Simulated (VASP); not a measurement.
A run of VASP 6.6.1:

File INCAR:

```
ALGO = Normal
EDIFF = 1E-6
ENCUT = 520
GGA = RE
ISIF = 2
ISMEAR = -1
LASPH = True
LCHARG = False
LREAL = False
LWAVE = False
NBANDS = 10
NELM = 80
PREC = Accurate
SIGMA = 0.1
```

Contents of KPOINTS:

```
k-points
0
Gamma
  7 7 7
```

The input POSCAR:

```
Cs
1.0
    5.1298673131      0.0000000000      0.0000000000
    0.0000000000      5.1298673131      0.0000000000
    0.0000000000      0.0000000000      5.1298673131
Cs
1
Direct
    0.0000000000      0.0000000000      0.0000000000
```

Potentials or basis: VASP PAW PBE potentials, release 64 (Cs_sv).

Launch:

```sh
$ cat potpaw_PBE.64/Cs_sv/POTCAR > POTCAR
$ mpirun -np 1 vasp_std > vasp.out
```

Hardware: 1 thread of AMD EPYC 7R43 64-Core Processor (Zen 3) (shared host).

Question: Estimate the wall time of this run.

Answer: It took 44 s on 1 thread of AMD EPYC 7R43 64-Core Processor (Zen 3), with other jobs on the host, peak memory 0.19 GiB. Counts: scf iterations 12, k points 20.
